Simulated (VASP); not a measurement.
CoO:

```xyz
2
Lattice="-1.5080 1.5080 2.1073 1.5080 -1.5080 2.1073 1.5080 1.5080 -2.1073" Properties=species:S:1:pos:R:3 pbc="T T T"
Co    0.0000    0.0000    0.0000
O     0.0000    0.0000    2.1073
```

Base run:

* Program: VASP 6.6.1
* Functional: PBE
* Potentials or basis: VASP PAW PBE potentials, release 64 (Co, O)
* Cutoff: 520 eV
* k mesh: 9 × 9 × 9
* Occupations: gaussian, width 0.05 eV
* Spin: collinear spin, ferromagnetic start
* Starting moments: [2.0, 0.0] μB
* Fixed moment: 2 μB
* Hubbard terms: Co d U = 4 eV

Its results: pressure -4.9 GPa; site moments Co +2.11; O -0.09 μB.

The run is repeated on the same cell with these changes: fixed moment from 2 μB to 4 μB; hubbard terms from Co d U = 4 eV to none. What comes out?

Pressure 24.3 GPa; site moments Co +3.08; O +0.66 μB.

Caveats: the total moment is fixed, so each spin has its own Fermi level; a cell with one magnetic atom can't hold antiferromagnetic order, which such compounds often take; the moment is held away from its start (some runs).
